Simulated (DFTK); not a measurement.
Write the native input for DFTK 0.8.2 that does the following.

| Property | Result |
| --- | --- |
| Task | band structure |
| Functional | BLYP |
| Potentials or basis | SG15 1.2 (PBE) |
| Cutoff | 1225 eV |
| k mesh | 12 × 12 × 12 |
| Occupations | fermi-dirac, width 0.05 eV |
| Spin | no spin polarisation |
| Valence electrons | Pt 18 |
| SCF tolerance on the density | 1e-06 |

Pt:

```
CELL_PARAMETERS angstrom
0.00000 1.96090 1.96090
1.96090 0.00000 1.96090
1.96090 1.96090 0.00000
ATOMIC_POSITIONS crystal
Pt 0.00000 0.00000 0.00000
```

One way to write it, as run:

run.jl

```julia
using DFTK
using PseudoPotentialData
using Unitful, UnitfulAtomic
using LinearAlgebra, Printf
include("save.jl")
disable_threading()

# lattice vectors are the columns
lattice = austrip(1u"Å") * [           0.0         1.9609         1.9609;
                   1.9609            0.0         1.9609;
                   1.9609         1.9609            0.0]
symbols   = [:Pt]
positions = [[0.0, 0.0, 0.0]]
pseudopotentials = Dict(:Pt => "Pt.upf")
elements = Dict(s => ElementPsp(s, pseudopotentials; rcut=10.0) for s in unique(symbols))
atoms    = [elements[s] for s in symbols]

build_model(lattice, positions; symmetries=true) =
    model_DFT(lattice, atoms, positions;
              functionals=[:gga_x_b88, :gga_c_lyp],
              temperature=austrip(0.05u"eV"),
              smearing=Smearing.FermiDirac(),
              symmetries)
Ecut  = 45.0  # hartree
kgrid = [12, 12, 12]
tol   = 1e-6
to_GPa = ustrip(uconvert(u"GPa", 1u"hartree/bohr^3"))

model = build_model(lattice, positions)
basis = PlaneWaveBasis(model; Ecut, kgrid)
display(basis)
scfres = self_consistent_field(basis;
                               tol,
                               nbandsalg=AdaptiveBands(model; n_bands_converge=14))
display(scfres.energies)
@printf "Fermi level: %.6f eV\n" ustrip(auconvert(u"eV", something(scfres.εF, NaN)))
forces = compute_forces_cart(scfres)
println("Forces (eV/Å)")
for (s, f) in zip(symbols, forces)
    @printf "%-3s %12.6f %12.6f %12.6f\n" s ustrip.(auconvert.(u"eV/Å", f))...
end
stress = compute_stresses_cart(scfres)
println("Stress (GPa)")
display(round.(stress * to_GPa; digits=4))
println("Levels at the first k-point (eV): ", round.(ustrip.(auconvert.(u"eV", scfres.eigenvalues[1][1:scfres.n_bands_converge])); digits=4))
save_scf!(scfres; forces, stress)

points = Dict("G" => [0.0, 0.0, 0.0], "K" => [0.375, 0.375, 0.75], "L" => [0.5, 0.5, 0.5], "U" => [0.625, 0.25, 0.625], "W" => [0.5, 0.25, 0.75], "X" => [0.5, 0.0, 0.5])
segments = [("G", "X", 7), ("X", "W", 4), ("W", "K", 3), ("K", "G", 7), ("G", "L", 6), ("L", "U", 4), ("U", "W", 3), ("W", "L", 5), ("L", "K", 4), ("U", "X", 3)]
kcoords = vcat([[points[a] + t * (points[b] - points[a]) for t in range(0, 1, n)] for (a, b, n) in segments]...)
bands = compute_bands(scfres, ExplicitKpoints(kcoords); n_bands=16, tol=1e-5)
for (k, ε) in zip(bands.basis.kpoints, bands.eigenvalues)
    @printf "%d %8.4f %8.4f %8.4f " k.spin k.coordinate...
    println(join([@sprintf("%9.4f", e) for e in ustrip.(auconvert.(u"eV", ε .- scfres.εF))]))
end
results["band_energies"] = rows(bands.eigenvalues); results["band_kpoints"] = rows(kcoords)
```

Potentials or basis: SG15 1.2 (PBE).

Launch:

```console
$ julia --threads=1 run.jl  # save.jl only writes the numbers to a file and isn't shown; printed stress counts tension as positive; times include loading and compiling
```

Results of the run:

The pressure is 26.7 GPa and the band gap on the k mesh is none (metal or under the smearing width).

Caveat: the potentials were made for another functional, which shifts forces and pressure; spin-orbit coupling is left out, which moves the levels of the heavy elements.

It took 96 s on 1 thread of Intel(R) Xeon(R) 6975P-C (Granite Rapids), with other jobs on the host, peak memory 1.7 GiB.
